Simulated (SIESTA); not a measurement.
Al2Pt under changes of volume

One of the cells (17.546 Å³/atom); the others are scaled copies at fixed shape and fractional positions:

```
Pt Al
1.0
     0.00000    2.97457    2.97457
     2.97457    0.00000    2.97457
     2.97457    2.97457    0.00000
Pt Al
1 2
Direct
  0.00000 0.00000 0.00000
  0.75000 0.75000 0.75000
  0.25000 0.25000 0.25000
```

| Item | Value |
| --- | --- |
| Program | SIESTA 5.4.2 |
| Functional | PBEsol |
| Potentials or basis | PseudoDojo 0.4 standard (PBEsol files) |
| Basis | DZP (energy shift 0.003 Ry; two zetas on semicore shells) |
| Grid cutoff | 800 Ry |
| Energy shift | 0.003 Ry |
| k mesh | 8 × 8 × 8 |
| Occupations | fermi-dirac, width 0.05 eV |
| Spin | no spin polarisation |

```csv
volume (Å³/atom),energy over the lowest point (meV/atom),pressure (GPa)
16.170,28.08,10.0
16.514,?,?
16.858,0.55,3.0
17.546,0.00,-2.5
17.890,8.10,-4.9
18.234,20.97,-7.0
```

Problem. What does the run at 16.514 Å³/atom give?

Solution. Energy over the lowest point 10.56 meV/atom; pressure 6.4 GPa.

Worked out: A Birch-Murnaghan fit of order 3 (a polynomial in V^(-2/3)) to the other rows has its minimum at 17.21 Å³/atom with B0 = V·E''(V) = 139 GPa and B' = 4.7. It gives 10.55 meV/atom at 16.514 Å³/atom, against the run's 10.56, and -dE/dV = 6.3 GPa, against 6.4.

Energies are extrapolated to zero smearing.

Caveats: short orbitals over semicore shells can move pressures by several GPa; the basis of atomic orbitals isn't converged, which shifts pressures, moduli and gaps.
